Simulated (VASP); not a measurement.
A run of VASP 6.6.1:

File INCAR:

```
PREC = Accurate
ENCUT = 600
EDIFF = 1E-6
ISMEAR = 0
SIGMA = 0.03
LREAL = F
LASPH = T
NELM = 80
ALGO = Normal
ISIF = 3
LWAVE = F
LCHARG = F
GGA = PE
IVDW = 12
IBRION = 2
NSW = 90
EDIFFG = -0.01
```

File KPOINTS:

```
Automatic mesh
0
Gamma
  10 10 10
```

File POSCAR:

```
Si
1.0
    0.0000000000      2.7135600000      2.7135600000
    2.7135600000      0.0000000000      2.7135600000
    2.7135600000      2.7135600000      0.0000000000
Si
2
Direct
    0.7500000000      0.7500000000      0.7500000000
    0.5000000000      0.5000000000      0.5000000000
```

Potentials or basis: VASP PAW PBE potentials, release 64 (Si).

Launch:

```bash
$ cat potpaw_PBE.64/Si/POTCAR > POTCAR
$ mpirun -np 1 vasp_std > vasp.out
```

Hardware: 1 thread of Intel(R) Xeon(R) Platinum 8375C CPU @ 2.90GHz (Ice Lake), with other jobs on the host.

**Question.** How long does it take, and how much memory?

**Answer.** It took 31 s on 1 thread of Intel(R) Xeon(R) Platinum 8375C CPU @ 2.90GHz (Ice Lake) (shared host), peak memory 0.18 GiB. Counts: scf iterations 19, k points 47, ion steps 3.
